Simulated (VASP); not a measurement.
Input of a VASP 6.6.1 run:

File POSCAR:

```
Se
1.0
    2.8105630200      0.0000000000      0.0000000000
    0.0000000000      2.8105630200      0.0000000000
    0.0000000000      0.0000000000      2.8105630200
Se
1
Direct
    0.0000000000      0.0000000000      0.0000000000
```

Contents of INCAR.step1:

```
  ALGO = Normal
  EDIFF = 1E-4
  ENCUT = 520
  GGA = PE
  ISMEAR = 1
  LASPH = T
  LCHARG = F
  LREAL = F
  LWAVE = T
  NBANDS = 9
  NELM = 100
  PREC = Accurate
  SIGMA = 0.1
```

The input INCAR.step2:

```
  ALGO = Normal
  EDIFF = 1E-6
  ENCUT = 520
  ISIF = 2
  ISMEAR = 1
  ISTART = 1
  LASPH = T
  LCHARG = F
  LMIXTAU = T
  LREAL = F
  LWAVE = F
  METAGGA = R2SCAN
  NBANDS = 9
  NELM = 100
  PREC = Accurate
  SIGMA = 0.1
```

Contents of KPOINTS:

```
k-points
0
Gamma
  6 6 6
```

Potentials or basis: VASP PAW PBE potentials, release 64 (Se).

The run is started by

```sh
$ cat potpaw_PBE.64/Se/POTCAR > POTCAR
$ cp INCAR.step1 INCAR
$ mpirun -np 1 vasp_std > vasp.out
$ cp INCAR.step2 INCAR
$ mpirun -np 1 vasp_std > vasp.out
```

Predict the band gap on the k mesh.

none (metal or under the smearing width).

Predict the pressure.

-0.3 GPa.

Caveat: the k mesh is coarse (spacing up to 0.37 Å⁻¹), so the values aren't converged; the PAW data sets were made with another functional, which shifts forces and pressure a little.
